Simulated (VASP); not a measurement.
Here is a VASP 6.6.1 calculation.

File INCAR:

```
  PREC = Accurate
  ENCUT = 600
  EDIFF = 1E-7
  ISMEAR = 0
  SIGMA = 0.03
  LREAL = False
  LASPH = True
  NELM = 80
  ALGO = Normal
  ISIF = 3
  LWAVE = False
  LCHARG = False
  IBRION = 2
  NSW = 90
  EDIFFG = -0.005
```

File KPOINTS:

```
regular mesh
0
Gamma
  8 8 8
```

POSCAR

```
BaF2                                    
1.0
    0.0000000000      3.0427078163      3.0427078163
    3.0427078163     -0.0000000000      3.0427078163
    3.0427078163      3.0427078163      0.0000000000
  Ba              F             
     1     2
Direct
     0.0000000000000000    0.0000000000000000    0.0000000000000000
     0.2500000000000000    0.2500000000000000    0.2500000000000000
     0.7500000000000000    0.7500000000000000    0.7500000000000000
```

Potentials or basis: VASP PAW LDA potentials, release 64 (Ba_sv, F).

The run is started by

```bash
$ cat potpaw_LDA.64/Ba_sv/POTCAR potpaw_LDA.64/F/POTCAR > POTCAR
$ mpirun -np 1 vasp_std > vasp.out
```

**Question.** Predict the relaxed cell.

**Answer.** a = 4.304 Å, b = 4.304 Å, c = 4.304 Å, α = 60.00°, β = 60.00°, γ = 60.00°.

**Question.** Predict the relaxed volume.

**Answer.** 18.80 Å³/atom.

Final structure:
```yaml
crystal:
  lattice:
    - [0.00000, 3.04374, 3.04374]
    - [3.04374, 0.00000, 3.04374]
    - [3.04374, 3.04374, 0.00000]
  atoms:
    - { symbol: Ba, position: [0.00000, 0.00000, 0.00000] }
    - { symbol: F, position: [0.25000, 0.25000, 0.25000] }
    - { symbol: F, position: [0.75000, 0.75000, 0.75000] }
```
